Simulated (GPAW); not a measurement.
Runs of GPAW 26.7.0 on CaO. It takes space group Fm-3m (No. 225, cubic). The conventional cell has a = 4.807 Å, b = 4.807 Å, c = 4.807 Å, α = 90.00°, β = 90.00°, γ = 90.00°. Ca (site symmetry m-3m) is surrounded by 6 O at 2.40 Å. O (site symmetry m-3m) has 6 Ca at 2.40 Å as nearest neighbours. The cell is a database's computed one.

```tsv
task	level	potentials or basis	cell	k mesh	cutoff (eV)	smearing	optimizer	fmax	max steps	convergence	band path	gap on the mesh (eV)	pressure (GPa)	V0 of scaled cells (Å³/atom)	relaxed volume (Å³/atom)	B0 (GPa)
relaxation of cell and atoms	PBE+D3(BJ)	GPAW PAW data sets (gpaw-data 1.2.1), pw	relaxed	10 × 10 × 10	800	fermi-dirac 0.05 eV	LBFGS	0.05 eV/Å	40	density=1e-05 forces=0.0001	-	3.69	0.0	-	13.75	-
band structure	MS2	GPAW PAW data sets (gpaw-data 1.2.1), pw	as given	8 × 8 × 8	800	fermi-dirac 0.05 eV	-	-	-	-	GXWKGLUWLK,UX	4.05	0.0	-	-	-
relaxation of cell and atoms	RPBE+D3(BJ)	the program's PAW data sets (release 1.2.1) made for this functional, pw	relaxed	10 × 10 × 10	800	fermi-dirac 0.05 eV	BFGS	0.02 eV/Å	100	density=1e-05 forces=0.0001	-	3.73	0.0	-	12.07	-
dielectric tensor	LDA	the program's PAW data sets (release 1.2.1) made for this functional, pw	as given	8 × 8 × 8	600	fermi-dirac 0.001 eV	-	-	-	-	-	3.53	-	-	-	-
equation of state	PBEsol	PAW data sets generated in the run's folder for this functional, pw	as given	10 × 10 × 10	800	fermi-dirac 0.05 eV	-	-	-	-	-	-	-	13.64	-	115
equation of state	PBE+D3	GPAW PAW data sets (gpaw-data 1.2.1), pw	as given	8 × 8 × 8	800	fermi-dirac 0.05 eV	-	-	-	-	-	-	-	13.84	-	110
relaxation of cell and atoms	PBEsol+D4	PAW data sets generated in the run's folder for this functional, pw	relaxed	10 × 10 × 10	800	fermi-dirac 0.05 eV	BFGS	0.02 eV/Å	60	density=1e-05 forces=0.0001	-	3.58	0.1	-	13.47	-
single point	PBEsol	PAW data sets generated in the run's folder for this functional, pw	as given	10 × 10 × 10	800	fermi-dirac 0.05 eV	-	-	-	-	-	3.59	(b)	-	-	-
band structure	r2SCAN	GPAW PAW data sets (gpaw-data 1.2.1), pw	as given	10 × 10 × 10	800	fermi-dirac 0.05 eV	-	-	-	-	GXWKGLUWLK,UX	4.24	0.0	-	-	-
equation of state	PBEsol+D3	PAW data sets generated in the run's folder for this functional, pw	as given	8 × 8 × 8	800	fermi-dirac 0.05 eV	-	-	-	-	-	-	-	13.39	-	(a)
band structure	RPBE	the program's PAW data sets (release 1.2.1) made for this functional, pw	as given	10 × 10 × 10	800	fermi-dirac 0.05 eV	-	-	-	-	GXWKGLUWLK,UX	3.80	5.9	-	-	-
```

Alike in all rows: no spin polarisation.

Q: Estimate the missing entries.

A: (a) 120; (b) -2.1.

Caveats: later steps reuse the first step's grids (some runs); the PAW data sets were made with another functional, which shifts forces and pressure a little (some runs); the long-wavelength limit can be off by a per cent or two (some runs).

A k mesh can miss the band edges.

Not every run made on this cell is shown here.
